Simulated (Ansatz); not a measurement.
**Two-dimensional strain map in GaCo**

All numbers below come from DFT PBEsol, scalar-relativistic, plane waves, PAW in Ansatz 0.2.0. The runs took a 420 eV cutoff, a Γ-centred 16×16×16 mesh and Gaussian smearing (0.15 eV). No spin polarisation. A magnetic state may lie lower. Energies are free energies at this smearing, counted from the undisturbed cell; pressure is positive in compression.

Reference structure (as given, not relaxed at this level; it stands at -8.1 GPa, and it needn't be the usual structure):

```xyz
2
Lattice="2.8831 0.0000 0.0000 0.0000 2.8831 0.0000 0.0000 0.0000 2.8831" Properties=species:S:1:pos:R:3 pbc="T T T"
Ga    1.4416    1.4416    1.4416
Co    0.0000    0.0000    0.0000
```

The cell is strained by p along both x and y and by q along z, fractional coordinates fixed. Points are written (p, q).

Energy above the undisturbed cell in meV/atom (a dash: not computed):

```
 p \ q  -0.050  0.000  0.050
-0.050    79.3   14.1   -3.3
 0.000    -7.1    0.0   45.7
 0.050    65.3  118.2      –
```

Pressure in GPa:

| p \ q | -0.050 | 0.000 | 0.050 |
| --- | --- | --- | --- |
| -0.050 | 28.1 | 13.3 | 2.2 |
| 0.000 | 1.5 | -8.1 | -15.0 |
| 0.050 | -14.0 | -20.3 | – |